## Why the band gap of zincblende CdS closes as the crystal is stretched

The band gap of zincblende CdS falls with every increase in volume, by 0.845 eV from the smallest cell to the largest. The cause is a weaker mixing of cadmium and sulfur s orbitals, which lowers the bottom of the conduction band as the bonds lengthen. The filled cadmium 4d shell works against this, most strongly in compressed crystals. This is the likely main reason why the gap responds less to a given relative volume change when the cell is small.

Zincblende CdS, calculated with Ansatz 0.2.0 at the HSE06 level, with PAW potentials, a plane-wave cutoff of 420 eV and a 6×6×6 k mesh, without spin polarisation or spin–orbit coupling. The cells are the r2SCAN geometry (25.392 Å³/atom) and uniformly strained copies of it.

```
volume (Å³/atom)  shortest distance (Å)  band gap (eV)  least direct gap (eV)
          21.151                  2.395          2.512                  2.512
          24.266                  2.507          2.217                  2.217
          24.697                  2.522          2.175                  2.175
          25.392                  2.545          2.106                  2.106
          26.161                  2.571          2.031                  2.031
          28.480                  2.645          1.806                  1.806
          29.960                  2.690          1.667                  1.667
```

The band gap equals the least direct gap in every row, so the gap stays direct throughout. No row breaks the trend: the small steps in the middle of the table belong to small changes of volume. Around the cell of 25.392 Å³/atom, which is almost free of pressure, one per cent more volume closes the gap by about 0.025 eV. This holds for uniform strain, with the crystal kept in the zincblende structure.

### The gap closes although the band narrows

The cells of 24.266 and 28.480 Å³/atom show the main effect. Between them the gap falls by 0.41 eV. Over the same range the upper valence band narrows from 4.83 to 3.87 eV, as it should when neighbouring atoms overlap less. Narrower bands might suggest a wider gap, but here that picture gives the wrong sign.

It fails because a band's width compares levels at different electron wave vectors, whereas this gap is the distance between two levels at a single one, the zone centre Γ. What counts is how bonding shifts these two levels. The conduction edge is the antibonding combination of Cd s and S s orbitals: mixing pushes it up, and longer bonds weaken the mixing and let it sink. The valence top consists mainly of S 3p orbitals, which by symmetry do not mix with s orbitals at Γ and so do not take part in this shift.

The calculated levels agree with this picture. The bonding partner of the conduction edge is a deep level of mainly S 3s character, and the distance between the two shrinks by 1.34 eV from the first of these cells to the second. This alone does not show which edge of the gap moves, because the distance from the deep level to the valence top also shrinks, by 0.93 eV. Absolute energies have no common zero in cells of different volume, but the tightly bound Cd 4p levels offer an approximate one. Measured from them, the conduction edge sinks by about 0.57 eV and the valence top by only about 0.15 eV, while the deep level rises. It is chiefly the conduction edge that closes the gap.

### Why compressed cells respond less

Couplings among the s and p orbitals of neighbouring atoms, including the s–s coupling at work here, scale roughly as $1/d^2$, where $d$ is the shortest distance, here the Cd–S bond length. If they alone set the gap, its change per relative change of volume would weaken as the crystal expands. The table shows the opposite. Per unit of $\ln V$, with $V$ the volume, the slope steepens from −2.15 eV between the two smallest cells to −2.74 eV between the two largest.

The cadmium 4d shell can account for much of the difference. It lies below the S 3p levels and mixes with them, which pushes the valence top up and makes the gap smaller. Stretching weakens this push as well, so the valence top sinks and part of the closing is undone. The push fades much faster with distance than the s coupling does, so its opposition is strongest in small cells and dwindles in large ones. The calculated levels agree in direction: measured again from Cd 4p, the valence top sinks by about 1.6 eV per unit of $\ln V$ between 24.266 and 25.392 Å³/atom, but by only about 0.7 eV between 25.392 and 28.480 Å³/atom.

The size of the push can be estimated from the d levels themselves. At Γ they form a threefold level, which can mix with S 3p, and a twofold level, which cannot. In the simplest picture of two levels that repel each other, one rises by as much as the other sinks, so the splitting $s$ between the two d levels measures the push on the valence top. This assumes that nothing else splits them. The calculated splitting falls from 0.52 eV at 24.266 Å³/atom to 0.32 eV at 28.480 Å³/atom. Per unit of $\ln V$ it loses about 1.4 eV in the first part of this range, up to 25.392 Å³/atom, and about 1.2 eV in the rest. So the opposition does fade, but much less than the motion of the valence top against Cd 4p would suggest. That motion must contain other shifts too, perhaps of the Cd 4p levels themselves.

### A simple model and one worked step

Together the two effects give

$$E_g = c_0 + \frac{A}{d^2} - s(d),$$

where $E_g$ is the band gap and $c_0$ and $A$ are constants. The term $A/d^2$ stands mainly for the s coupling. It may also take in the mixing of S 3p with empty Cd 5p orbitals, which holds the valence top down and weakens on stretching; the fit cannot separate the two. The splitting $s(d)$ follows a power law, close to $1/d^9$, drawn through the calculated splittings of the same two cells. For the cell of 25.392 Å³/atom, which was not used to set the power law, it gives 0.4515 eV against a calculated 0.4544 eV. The constants were then fitted to the gaps of all seven rows, with $A$ = 37.5 eV Å².

Take the step from 24.266 to 28.480 Å³/atom, where $d$ grows from 2.507 to 2.645 Å. The $1/d^2$ term changes the gap by

$$37.5\left(\frac{1}{2.645^2}-\frac{1}{2.507^2}\right)\ \text{eV} \approx -0.61\ \text{eV}.$$

The weaker d push gives back $0.52-0.32=0.20$ eV. The sum is −0.41 eV, as in the table. Both rows were part of the fit, so the agreement shows that the model is consistent but does not test it independently.

Over the seven rows the model misses the gap by 0.005 eV (root mean square), against 0.027 eV for $1/d^2$ without the d shell. Its largest misses, 0.0077 and 0.0075 eV, are in the smallest and the largest cell, where the splitting had to be extrapolated. A straight line in volume does better still, with 0.002 eV, and is the handier rule for interpolation. It offers no reason for the trend, however, so the case for the d shell rests on the calculated levels and not on the closest fit. The analysis printed below gives the details.

One feature of the splitting calls for caution. A simple estimate for p–d repulsion is a decay near $1/d^7$, slower than the one found here. Either that estimate is too rough for this crystal, or the splitting contains something besides the push on the valence top; the levels used here do not decide between the two. The direction of the d-shell effect is better founded than its exact size.

### Reading the absolute values

The slope of the gap is probably a safer guide than its height, because an error shared by all cells drops out of it. In the nearly pressure-free cell HSE06 gives 2.106 eV, a few tenths of an eV below the measured gap. The smallest cell happens to come closer to experiment, but only because it is squeezed by about 17 GPa (the runs warn that their stresses are loosely converged, which affects the pressures and not the gaps). At such a pressure real CdS has the rock-salt structure, so this row describes zincblende held in place by the calculation.

For another zincblende crystal, the first question is which orbitals form the two edges of the gap. An antibonding s level at the conduction edge favours a gap that closes on stretching. A filled d shell that mixes with the valence top from below should soften that response, most of all under compression.

Output of the analysis:

```
Gap change from smallest to largest cell, eV: -0.845
Gap change per unit of ln V around row 25.392, eV: -2.501
Gap change from row 24.266 to row 28.480, eV: -0.411
Upper valence band width on the mesh, row 24.266, eV: 4.832
Upper valence band width on the mesh, row 28.480, eV: 3.871
Change of distance S 3s-like level to conduction edge, 24.266 to 28.480, eV: -1.34
Change of distance S 3s-like level to valence top, 24.266 to 28.480, eV: -0.9295
Cd 4d splitting at Gamma, row 24.266, eV: 0.5178
Cd 4d splitting at Gamma, row 25.392, eV: 0.4544
Cd 4d splitting at Gamma, row 28.480, eV: 0.3192
Power of 1/d in the splitting, from the outer two of these rows: 9.067
Splitting predicted by that power law for row 25.392, eV: 0.4515
Later slope over earlier slope against ln V, gap alone: 1.068
Later slope over earlier slope, gap plus computed splitting: 0.9865
Later slope over earlier slope, expected of 1/d2: 0.9482
fit of band_gap + split on 7 rows: constant -3.24 +/- 0.033, coefficient of inv2 37.54 +/- 0.21; rms 0.00515, worst 21.151 0.00767, leave-one-out rms 0.0103
fit of band_gap on 7 rows: constant -1.546 +/- 0.17, coefficient of inv2 23.52 +/- 1.1; rms 0.0272, worst 21.151 0.0414, leave-one-out rms 0.0549
fit of band_gap on 7 rows: constant 4.551 +/- 0.0082, coefficient of vol -0.09627 +/- 0.00032; rms 0.0019, worst 24.266 -0.00267, leave-one-out rms 0.00296
Slopes from the row before and misses of the three fits:
     row  slope per ln V in eV  miss with d push in eV  miss 1/d2 alone in eV  miss volume line in eV
  21.151                   n/a                0.007667                0.04143                0.002226
  24.266                -2.147               -0.003611               -0.02238               -0.002668
  24.697                -2.386               -0.004461               -0.02403               -0.002162
  25.392                -2.486               -0.004153               -0.02281              -7.211e-05
  26.161                -2.514               -0.004328               -0.01928               0.0008933
   28.48                -2.649                0.001409               0.009861                0.002634
   29.96                -2.744                0.007477                0.03721              -0.0008513
```
